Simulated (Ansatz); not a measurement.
## Compressing SiO2

The calculation used Ansatz, DFT LDA, scalar-relativistic, plane waves, PAW. Run with 420 eV cutoff, 6×6×6 k-mesh, Gaussian smearing of 0.02 eV, no spin polarisation.

Starting point, cell and atoms relaxed:

```
CELL_PARAMETERS angstrom
-4.45533 4.45533 2.60736
4.45533 -4.45533 2.60736
4.45533 4.45533 -2.60736
ATOMIC_POSITIONS crystal
Si 0.17694 0.17694 0.35387
Si 0.82306 0.17694 0.00000
Si 0.17694 0.82306 0.00000
Si 0.82306 0.82306 0.64613
O 0.50000 0.50000 0.50000
O 0.00000 0.50000 0.00000
O 0.50000 0.00000 0.00000
O 0.00000 0.00000 0.50000
O 0.00000 0.20894 0.20894
O 0.79106 0.00000 0.79106
O 0.20894 0.00000 0.20894
O 0.00000 0.79106 0.79106
```

Cell and atoms are relaxed at each pressure within the symmetry of the start, at zero temperature, so transitions that lower the symmetry aren't seen. The k-mesh given is that at zero pressure and may differ at others. a, b and c are the lengths of the cell vectors above. ΔH is E + PV over the energy at zero pressure. Gaps are Kohn–Sham gaps over the whole zone.

```
P (GPa) V (Å³/atom) V/V0  a (Å) b (Å) c (Å)  α (°)  β (°)  γ (°)  ΔH (eV/atom) gap (eV)
     -1        17.38  1.007  6.838  6.838  6.838   98.4   98.4  135.1        -0.108      5.33
      0        17.25  1.000  6.819  6.819  6.819   98.4   98.4  135.0         0.000      5.35
      1            ?      ?      ?      ?      ?      ?      ?      ?             ?         ?
      4        16.77  0.972  6.746  6.746  6.746   98.5   98.5  134.7         0.425      5.37
     12            ?      ?      ?      ?      ?      ?      ?      ?             ?         ?
     25        14.70  0.852  6.362  6.362  6.362   99.8   99.8  131.2         2.483      4.94
```

Question: What stands in the row for 1 GPa?

Answer: V 17.13 Å³/atom; V/V0 0.993; a 6.801 Å; b 6.801 Å; c 6.801 Å; α 98.4 °; β 98.4 °; γ 135.0 °; ΔH 0.107 eV/atom; gap 5.36 eV.

Question: What stands in the row for 12 GPa?

Answer: V 15.93 Å³/atom; V/V0 0.923; a 6.606 Å; b 6.606 Å; c 6.606 Å; α 98.8 °; β 98.8 °; γ 133.9 °; ΔH 1.240 eV/atom; gap 5.31 eV.

This form isn't the usual stable structure of the compound.